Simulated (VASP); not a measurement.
# MnO₂: convergence, self-consistent run

MnO₂, Pmmn (no. 59), 6 atoms in the cell. PBE with D2; PAW potentials Mn_pv, O (PBE set). VASP 6.6.1.

Wanted: energy within 2 meV/atom; pressure within 0.1 GPa.

POSCAR:
```
MnO2
1.0
    2.9041580000      0.0000000000      0.0000000000
    0.0000000000      3.8448100000      0.0000000000
    0.0000000000      0.0000000000      6.1642640000
Mn O
2 4
Direct
    0.5000000000      0.5000000000      0.3433015000
    0.0000000000      0.0000000000      0.6566985000
    0.5000000000      0.0000000000      0.8375675000
    0.0000000000      0.5000000000      0.1624325000
    0.5000000000      0.0000000000      0.4217995000
    0.0000000000      0.5000000000      0.5782005000
```

## Inputs of the D2 term

| Inputs of the D2 term | Energy less reference (meV/atom) | Pressure (GPa) | SCF iterations | Time (s) |
|---|---|---|---|---|
| default | 0.0 | -8.07 | 18 | 47 |
| VDW_RADIUS = 15 | 1.1 | -8.04 | 18 | 48 |
| VDW_RADIUS = 25 | 0.2 | -8.06 | 18 | 47 |
| VDW_RADIUS = 80 | 0.0 | -8.07 | 18 | 49 |
| VDW_S6 = 0.6 | 31.8 | -7.75 | 18 | 50 |
| VDW_D = 15.0 | -7.0 | -8.51 | 18 | 49 |
| VDW_D = 30.0 | 6.4 | -7.31 | 18 | 49 |
| VDW_C6 = 10.800 0.700, VDW_R0 = 1.562 1.342 | 0.0 | -8.07 | 18 | 50 |
| VDW_C6 = 12.960 0.840, VDW_R0 = 1.562 1.342 | -31.8 | -8.39 | 18 | 50 |
| VDW_C6 = 8.640 0.560, VDW_R0 = 1.562 1.342 | 31.8 | -7.75 | 18 | 59 |

Chosen: default; no other choice that stays within half of the tolerance saves 30 % of the time.

## The input

INCAR:
```
PREC = Accurate
ENCUT = 520
EDIFF = 1E-7
ISMEAR = 0
SIGMA = 0.02
LREAL = False
LASPH = True
ALGO = Normal
NELM = 100
ISIF = 2
LWAVE = False
LCHARG = False
ISPIN = 2
MAGMOM = 4 4 0 0 0 0
LORBIT = 11
LMAXMIX = 4
IVDW = 1
```

KPOINTS:
```
k-points
0
Gamma
  7 5 3
```

Commands:
```
cat potpaw_PBE.64/Mn_pv/POTCAR potpaw_PBE.64/O/POTCAR > POTCAR
mpirun -np 1 vasp_std > vasp.out
```

The chosen input took VASP 6.6.1 47 s on 1 core (Intel Xeon 6975P-C (Granite Rapids)), a shared host.
